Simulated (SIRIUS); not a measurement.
Here is a SIRIUS 7.12.0 calculation.

Contents of sirius.json:

```json
{
  "control": {
    "processing_unit": "cpu",
    "std_evp_solver_name": "lapack",
    "gen_evp_solver_name": "lapack",
    "verbosity": 2,
    "print_forces": true,
    "ortho_rf": true,
    "use_second_variation": true,
    "rmt_max": 3.0,
    "num_bands_to_print": 24,
    "save_wf": true
  },
  "parameters": {
    "electronic_structure_method": "full_potential_lapwlo",
    "xc_functionals": ["XC_GGA_X_PBE_SOL", "XC_GGA_C_PBE_SOL"],
    "core_relativity": "dirac",
    "valence_relativity": "iora",
    "num_fv_states": 27,
    "smearing": "fermi_dirac",
    "smearing_width": 0.0018374661,
    "pw_cutoff": 20,
    "gk_cutoff": 3.5,
    "lmax_apw": 10,
    "lmax_rho": 8,
    "lmax_pot": 8,
    "num_mag_dims": 0,
    "auto_rmt": 0,
    "ngridk": [11, 11, 6],
    "shiftk": [0, 0, 0],
    "num_dft_iter": 80,
    "energy_tol": 1e-07,
    "density_tol": 1e-05,
    "use_symmetry": true
  },
  "settings": {"tol_ne": 1e-10},
  "iterative_solver": {"type": "exact"},
  "mixer": {"type": "anderson", "beta": 0.5, "max_history": 8},
  "unit_cell": {
    "lattice_vectors": [[5.0455687528, 0.0, 0.0], [-2.5227843764, 4.3695907164, 0.0], [0.0, 0.0, 9.3843799349]],
    "atom_types": ["Zn"],
    "atom_files": {"Zn": "Zn.json"},
    "atoms": {"Zn": [[0.665417, 0.319743, 0.748931], [0.32257, 0.680131, 0.251075]]}
  }
}
```

Contents of Zn.json:

```json
{
  "name": "zinc",
  "symbol": "Zn",
  "number": 30,
  "mass": 65.38,
  "rmin": 1e-06,
  "rmt": 2.4,
  "nrmt": 800,
  "rinf": 14.28,
  "core": "1s2s2p",
  "valence": [
    {"basis": [{"enu": -0.01, "dme": 0, "n": 0, "auto": 0}, {"enu": -0.01, "dme": 1, "n": 0, "auto": 0}]},
    {"l": 0, "n": 1, "basis": [{"enu": 0.09, "dme": 0, "n": 0, "auto": 0}]},
    {"l": 1, "n": 2, "basis": [{"enu": 0.09, "dme": 0, "n": 0, "auto": 0}]},
    {"l": 2, "n": 3, "basis": [{"enu": 0.062, "dme": 0, "n": 0, "auto": 0}]},
    {"l": 3, "n": 4, "basis": [{"enu": 0.09, "dme": 0, "n": 0, "auto": 0}]}
  ],
  "lo": [
    {"l": 0, "basis": [{"enu": 0.09, "dme": 0, "n": 0, "auto": 0}, {"enu": 0.09, "dme": 1, "n": 0, "auto": 0}]},
    {
      "l": 0,
      "basis": [{"enu": -4.3969, "dme": 0, "n": 3, "auto": 1}, {"enu": -4.3969, "dme": 1, "n": 3, "auto": 1}]
    },
    {
      "l": 0,
      "basis": [{"enu": -4.3969, "dme": 1, "n": 3, "auto": 1}, {"enu": 0.09, "dme": 0, "n": 0, "auto": 0}]
    },
    {"l": 0, "basis": [{"enu": 0.09, "dme": 0, "n": 0, "auto": 0}, {"enu": 2.8678, "dme": 0, "n": 0, "auto": 0}]},
    {"l": 1, "basis": [{"enu": 0.09, "dme": 0, "n": 0, "auto": 0}, {"enu": 0.09, "dme": 1, "n": 0, "auto": 0}]},
    {
      "l": 1,
      "basis": [{"enu": -2.7379, "dme": 0, "n": 3, "auto": 1}, {"enu": -2.7379, "dme": 1, "n": 3, "auto": 1}]
    },
    {
      "l": 1,
      "basis": [{"enu": -2.7379, "dme": 1, "n": 3, "auto": 1}, {"enu": 0.09, "dme": 0, "n": 0, "auto": 0}]
    },
    {"l": 1, "basis": [{"enu": 0.09, "dme": 0, "n": 0, "auto": 0}, {"enu": 3.2844, "dme": 0, "n": 0, "auto": 0}]},
    {"l": 2, "basis": [{"enu": 0.062, "dme": 0, "n": 0, "auto": 0}, {"enu": 0.062, "dme": 1, "n": 0, "auto": 0}]},
    {"l": 2, "basis": [{"enu": 0.062, "dme": 1, "n": 0, "auto": 0}, {"enu": 0.062, "dme": 2, "n": 0, "auto": 0}]},
    {
      "l": 2,
      "basis": [{"enu": 0.062, "dme": 0, "n": 0, "auto": 0}, {"enu": 2.7703, "dme": 0, "n": 0, "auto": 0}]
    },
    {"l": 3, "basis": [{"enu": 0.09, "dme": 0, "n": 0, "auto": 0}, {"enu": 0.09, "dme": 1, "n": 0, "auto": 0}]},
    {"l": 3, "basis": [{"enu": 0.09, "dme": 0, "n": 0, "auto": 0}, {"enu": 3.1108, "dme": 0, "n": 0, "auto": 0}]}
  ],
  "free_atom": [... radial grid and density of the free atom, the start of the SCF ...]
}
```

File sirius_start.json:

```json
{
  "control": {
    "processing_unit": "cpu",
    "std_evp_solver_name": "lapack",
    "gen_evp_solver_name": "lapack",
    "verbosity": 1,
    "print_forces": false,
    "ortho_rf": true,
    "use_second_variation": true,
    "rmt_max": 3.0,
    "num_bands_to_print": 24,
    "save_wf": false
  },
  "parameters": {
    "electronic_structure_method": "full_potential_lapwlo",
    "xc_functionals": ["XC_LDA_X", "XC_LDA_C_PW"],
    "core_relativity": "dirac",
    "valence_relativity": "iora",
    "num_fv_states": 27,
    "smearing": "fermi_dirac",
    "smearing_width": 0.0055123983,
    "pw_cutoff": 20,
    "gk_cutoff": 2.8,
    "lmax_apw": 10,
    "lmax_rho": 8,
    "lmax_pot": 8,
    "num_mag_dims": 0,
    "auto_rmt": 0,
    "ngridk": [4, 4, 2],
    "shiftk": [0, 0, 0],
    "num_dft_iter": 30,
    "energy_tol": 0.01,
    "density_tol": 0.05,
    "use_symmetry": true
  },
  "settings": {"tol_ne": 1e-10},
  "iterative_solver": {"type": "exact"},
  "mixer": {"type": "anderson", "beta": 0.5, "max_history": 8},
  "unit_cell": {
    "lattice_vectors": [[5.0455687528, 0.0, 0.0], [-2.5227843764, 4.3695907164, 0.0], [0.0, 0.0, 9.3843799349]],
    "atom_types": ["Zn"],
    "atom_files": {"Zn": "Zn.json"},
    "atoms": {"Zn": [[0.665417, 0.319743, 0.748931], [0.32257, 0.680131, 0.251075]]}
  }
}
```

Potentials or basis: all-electron FP-LAPW, apw+lo standard.

Command:

```sh
$ OMP_NUM_THREADS=1 sirius.scf --input=sirius_start.json --output=start.json
$ OMP_NUM_THREADS=1 sirius.scf --input=sirius.json --output=output.json --task=1
```

Q: What does it give for the largest force?

A: 0.045 eV/Å.

Q: Predict the band gap on the k mesh.

A: None (metal or under the smearing width).

Forces in eV/Å, atoms in the order of the input:
```
Zn  -0.026  0.031  0.020
Zn   0.026 -0.031 -0.020
```
